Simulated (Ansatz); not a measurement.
Bi₂Te₃: experiment and calculation

**What was measured.**

From “Unexplored photoluminescence from bulk and mechanically exfoliated few layers of Bi2Te3”, 2018, pmc:6004008, for a powder of Bi2Te3 at 300 K: lattice constant a 4.3866 ± 0.0002 Å; lattice constant c 30.4978 ± 0.0013 Å.

“Metavalently bonded tellurides: the essence of improved thermoelectric performance in elemental Te”, 2024, pmc:11014947 reports, for a ceramic of Bi2Te3 at 300 K: band gap 0.14 eV (indirect).

How close the calculation comes is told below.

Computed with Ansatz, DFT PBEsol, scalar-relativistic, plane waves, PAW.

Cutoff 420 eV; k points 12×12×12 on the computed 5-atom cell (Γ-centred); Gaussian smearing, width 0.01 eV; no spin polarisation.

Relaxed structure, symmetry kept:

```
Bi Te
1.0
     2.19042    1.26464   10.10776
    -2.19042    1.26464   10.10776
     0.00000   -2.52928   10.10776
Bi Te
2 3
Direct
  0.39983 0.39983 0.39983
  0.60017 0.60017 0.60017
  0.00000 0.00000 0.00000
  0.21001 0.21001 0.21001
  0.78999 0.78999 0.78999
```

| Quantity | Value |
| --- | --- |
| Space group | R-3m (No. 166) |
| Volume per atom | 33.60 Å³ |
| Formation energy from the elements' standard states (uncorrected) | -0.224 eV/atom |
| Kohn–Sham band gap | 0.22 eV, direct at Γ |
| Löwdin character of the top 1 eV of the valence band | Te 5p 84 %, Bi 6p 8 % |
| Löwdin character of the lowest 1 eV of the conduction band | Bi 6p 59 %, Te 5p 30 %, unprojected 4 % |
| Electron masses at the edge by Cartesian direction of the standard setting (m_e; degenerate bands sorted by energy; no spin-orbit coupling) | x: 0.071; y: 0.071; z: 0.12 |
| Hole masses at the edge by Cartesian direction of the standard setting (m_e; degenerate bands sorted by energy; no spin-orbit coupling) | x: 0.058; y: 0.057; z: 0.13 |
| Bader charges (e) | Bi (2 in the cell) 0.66, Te (1 in the cell) -0.58, Te (2 in the cell) -0.36 |

Spin-orbit coupling is left out, which matters for the bands of heavy elements.

Measured lattice constant a of Bi2Te3: 4.3866 Å (300 K; powder; the paper above). This calculation gives 4.381 Å (-0.1 %). A measured lattice constant c of Bi2Te3 is 30.4978 Å (300 K; powder; the paper above); the calculated 30.323 Å misses it by -0.6 %. 2 values of this kind are on record (30.497 to 30.4978 Å); this one was drawn at random among those near their median, those with a stated uncertainty first. The calculation is for 0 K without zero-point motion. Against the measured band gap of Bi2Te3, 0.14 eV (indirect; 300 K; ceramic; the paper above), the calculated 0.22 eV is off by +0.08 eV. 2 values of this kind are on record (0.14 to 0.17 eV); this one was drawn at random. Kohn–Sham gaps of semilocal functionals fall short of measured ones as a rule; spin-orbit coupling, left out here, would usually lower the calculated gap of a compound with heavy elements. The measured gap is indirect and the calculated one direct, so a band edge also comes out at another k point.

A gap measured on a powder or ceramic can differ from the single crystal's.